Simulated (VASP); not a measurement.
# Ca (Immm) in VASP: notebook

Runs on Ca. Level: PBE. Tasks: single point.

Program: VASP 6.6.1. These are calculated values, not measurements. Logs are shortened: lines on timing, memory, paths and dates and some standing lists are left out, and cuts for length are marked.

**1. The crystal as given**

It takes space group Immm (No. 71, orthorhombic). The conventional cell has a = 4.193 Å, b = 4.203 Å, c = 4.891 Å, α = 90.00°, β = 90.00°, γ = 90.00°. Ca (site symmetry mmm) is surrounded by 12 Ca at 3.85 to 4.20 Å.

This isn't the form of Ca at room conditions, which is fcc.

**2. Single point, PBE**

INCAR

```
PREC     = Accurate       # precision mode
ENCUT    = 400            # plane-wave cutoff, eV
EDIFF    = 1E-6           # SCF threshold, eV
ISMEAR   = 1              # smearing method
SIGMA    = 0.4            # smearing width, eV
LREAL    = False          # projectors in reciprocal space
LASPH    = True           # aspherical terms in the spheres
NELM     = 100            # most SCF steps
ALGO     = Normal         # electronic algorithm
ISIF     = 2              # what is computed and relaxed
LWAVE    = False          # write WAVECAR
LCHARG   = False          # write CHGCAR
GGA      = PE             # functional
ADDGRID  = False
```

KPOINTS

```
Automatic mesh
0
Gamma
  12 12 12
```

POSCAR

```
Ca
1.0
   -2.0964874600      2.1017318100      2.4453524600
    2.0964874600     -2.1017318100      2.4453524600
    2.0964874600      2.1017318100     -2.4453524600
Ca
1
Direct
    0.5000000000      0.5000000000      0.0000000000
```

Potentials or basis: VASP PAW PBE potentials, release 64 (Ca_pv).

The run is started by

```
$ cat potpaw_PBE.64/Ca_pv/POTCAR > POTCAR
$ mpirun -np 1 vasp_std > vasp.out
```

OUTCAR:

```text
PREC = Accurate
   ENCUT = 400
   EDIFF = 1E-6
   ISMEAR = 1
   LREAL = False
   LASPH = True
   NELM = 100
   ISIF = 2
   GGA = PE

 Found    280 irreducible k-points:

 Following reciprocal coordinates:
            Coordinates               Weight
  0.000000  0.000000  0.000000      1.000000
  0.083333  0.000000 -0.000000      4.000000
  0.166667  0.000000  0.000000      4.000000
  0.250000 -0.000000  0.000000      4.000000
  0.333333  0.000000  0.000000      4.000000
  0.416667  0.000000  0.000000      4.000000
   k-points           NKPTS =    280   k-points in BZ     NKDIM =    280   number of bands    NBANDS=      8
   number of dos      NEDOS =    301   number of ions     NIONS =      1
   total plane-waves  NPLWV =  21952
   dimension x,y,z NGX =    28 NGY =   28 NGZ =   28
   dimension x,y,z NGXF=    56 NGYF=   56 NGZF=   56
   ions per type =               1
   NGX,Y,Z   is equivalent  to a cutoff of  12.10, 12.10, 12.10 a.u.
   NGXF,Y,Z  is equivalent  to a cutoff of  24.21, 24.21, 24.21 a.u.
 SYSTEM =  unknown system
   PREC   = accura    normal or accurate (medium, high low for compatibility)
   ISTART =      0    job   : 0-new  1-cont  2-samecut
   ICHARG =      2    charge: 1-file 2-atom 10-const
   ISPIN  =      1    spin polarized calculation?
   LNONCOLLINEAR =      F non collinear calculations
   LSORBIT =      F    spin-orbit coupling
   LASPH  =      T    aspherical Exc in radial PAW
   ENCUT  =  400.0 eV  29.40 Ry    5.42 a.u.   6.27  6.27  6.27*2*pi/ulx,y,z
   NELM   =    100;   NELMIN=  2; NELMDL= -5     # of ELM steps
   EDIFF  = 0.1E-05   stopping-criterion for ELM
   LREAL  =      F    real-space projection
[... 7 lines left out ...]
   TEBEG  =    0.0;   TEEND  =   0.0 temperature during run
   PSTRESS=    0.0 pullay stress
   NELECT =       8.0000    total number of electrons
   NUPDOWN=      -1.0000    fix difference up-down
   EMIN   =  10.00;   EMAX   =-10.00  energy-range for DOS
   EFERMI =   0.00;   METHOD = LEGACY
   ISMEAR =     1;   SIGMA  =   0.40  broadening in eV -4-tet -1-fermi 0-gaus
   EFERMI_NEDOS =   21; number of points for ismear=-14 and -15
   IALGO  =     38    algorithm
   IMIX   =      4    mixing-type and parameters
     AMIX     =   0.40;   BMIX     =  1.00
     AMIX_MAG =   1.60;   BMIX_MAG =  1.00
  volume/ion in A,a.u.               =      43.10       290.85
  Fermi-wavevector in a.u.,A,eV,Ry     =   0.933859  1.764737 11.865532  0.872092
  Thomas-Fermi vector in A             =   2.060604
   LORBIT       =      0    0 simple, 1 ext, 2 COOP (PROOUT), +10 PAW based schemes
   GGA     = PE    functional components
   LHFCALC =     F    Hartree Fock is set to
   AEXX    =    0.0000 exact exchange contribution
   IVDW    =     0    specifies the selected vdW correction
   LEPSILON=     F    determine dielectric tensor
   LRPA    =     F    only Hartree local field effects (RPA)
 non-spin polarized calculation
 Methfessel and Paxton  Order N= 1 SIGMA  =   0.40
  energy-cutoff  :      400.00
  volume of cell :       43.10
 maximum number of plane-waves:       796
 NGX is ok and might be reduce to    28

 number of electron       8.0000002 magnetization

 Free energy of the ion-electron system (eV)
  ---------------------------------------------------
  ext. energy  EPLUGINS =         0.00000000
  ---------------------------------------------------
  free energy    TOTEN  =        -1.90925352 eV

  energy without entropy =       -1.90976666  energy(sigma->0) =       -1.90942457

 E-fermi :   2.1453     XC(G=0):  -7.6336

 val. band max:        2.1318924989   @ k =   0.3333   0.3333   0.0000
 cond. band min:       2.1467283598   @ k =   0.5000  -0.4167   0.3333
 fundamental gap:      0.0148358609
 Fermi energy:         2.1452890791

 k-point     1 :       0.0000    0.0000    0.0000
  band No.  band energies     occupation
      1     -20.8642      2.00000
      2     -20.8639      2.00000
      3     -20.8534      2.00000
      4      -1.8719      2.00000
      5       4.2950     -0.00000
      6       4.3085     -0.00000
      7       4.8912     -0.00000
      8       5.0111     -0.00000

 k-point     2 :       0.0833    0.0000   -0.0000
  band No.  band energies     occupation
      1     -20.8703      2.00000
      2     -20.8665      2.00000
      3     -20.8560      2.00000
      4      -1.7537      2.00000
      5       4.2446     -0.00000
      6       4.3323     -0.00000
      7       4.8887     -0.00000
      8       4.9703     -0.00000

 k-point     3 :       0.1667    0.0000    0.0000
  band No.  band energies     occupation
      1     -20.8930      2.00000
      2     -20.8729      2.00000
      3     -20.8578      2.00000
      4      -1.4068      2.00000
      5       4.0127     -0.00000
      6       4.3080     -0.00000
      7       4.9495     -0.00000
      8       4.9955     -0.00000

 k-point     4 :       0.2500   -0.0000    0.0000
  band No.  band energies     occupation
      1     -20.9254      2.00000
      2     -20.8816      2.00000
      3     -20.8586      2.00000
      4      -0.8551      2.00000
      5       3.5799     -0.00000
      6       4.1627     -0.00000
      7       4.9923     -0.00000
      8       5.3180     -0.00000

 k-point     5 :       0.3333    0.0000    0.0000
  band No.  band energies     occupation
      1     -20.9578      2.00000
      2     -20.8903      2.00000
      3     -20.8591      2.00000
      4      -0.1438      2.00000
      5       3.0409     -0.00686
      6       3.9911     -0.00000
      7       4.9883     -0.00000
      8       5.6679     -0.00000

 k-point     6 :       0.4167    0.0000    0.0000
  band No.  band energies     occupation
      1     -20.9814      2.00000
      2     -20.8967      2.00000
      3     -20.8594      2.00000
      4       0.6428      2.00000
      5       2.4362      0.06200
      6       3.8660     -0.00000
      7       4.9346     -0.00000
      8       5.7975     -0.00000

 [... further k-points ...]
[... 5 lines left out ...]
  --------------------------------------------------------------------------------------
  -------------------------------------------------------------------------------------
  Total       -0.1364236     -0.1454030     -0.0498546      0.0000000      0.0000000      0.0000000
  in kB       -5.0714148     -5.4052133     -1.8532950      0.0000000      0.0000000      0.0000000
  external PRESSURE =      -4.1099744 kB  Pullay stress =       0.0000000 kB

 VOLUME and BASIS-vectors are now :
 -----------------------------------------------------------------------------
  energy-cutoff  :      400.00
  volume of cell :       43.10
      direct lattice vectors                 reciprocal lattice vectors
    -2.096487460  2.101731810  2.445352460     0.000000000  0.237899050  0.204469502
     2.096487460 -2.101731810  2.445352460     0.238494153  0.000000000  0.204469502
     2.096487460  2.101731810 -2.445352460     0.238494153  0.237899050  0.000000000

 POSITION                                       TOTAL-FORCE (eV/Angst)
 -----------------------------------------------------------------------------------
      0.00000      0.00000      2.44535         0.000000      0.000000     -0.000000
 -----------------------------------------------------------------------------------
    total drift:                                0.000000     -0.000000      0.000000

  FREE ENERGIE OF THE ION-ELECTRON SYSTEM (eV)
  ---------------------------------------------------
  free  energy   TOTEN  =        -1.9092535213 eV

  energy  without entropy=       -1.9097666614  energy(sigma->0) =       -1.90942457
```

Run time: 31 s. Hardware: 1 thread of Intel Xeon Platinum 8488C (Sapphire Rapids), shared host; peak memory 0.2 GiB.

These settings aren't checked as converged: the numbers below hold their error.

What came out:

- Free energy: -1.9093 eV
- Pressure: -0.4 GPa
- Band gap on the k mesh: none (metal or under the smearing width)

**3. Single point, PBE**

This run uses another cell than the first one, of the same volume but with other edges.

INCAR is that of step 2.

KPOINTS is that of step 2.

POSCAR

```
Ca
1.0
   -2.1296130000      2.1366080000      2.5183870000
    2.0452440000     -2.1127450000      2.4255450000
    2.0940060000      2.0772270000     -2.4978770000
Ca
1
Direct
    0.5036690000      0.4760610000     -0.0172770000
```

Potentials or basis: VASP PAW PBE potentials, release 64 (Ca_pv).

The run is started by

```
$ cat potpaw_PBE.64/Ca_pv/POTCAR > POTCAR
$ mpirun -np 1 vasp_std > vasp.out
```

Wall time 96 s (1 thread of Intel Xeon Platinum 8488C (Sapphire Rapids), shared host); peak memory 0.34 GiB.

These settings aren't checked as converged: the numbers below hold their error.

Results:

- Free energy: -1.9068 eV
- Pressure: -0.4 GPa
- Band gap on the k mesh: none (metal or under the smearing width)

**4. For comparison**

An earlier run on the cell as given: functional PBE; potentials or basis VASP PAW PBE potentials, release 64 (Ca_sv); cutoff 520 eV; k mesh 9 × 9 × 9; occupations fermi-dirac, width 0.05 eV; no spin polarisation.

- Pressure: -0.4 GPa
- Band gap on the k mesh: none (metal or under the smearing width)
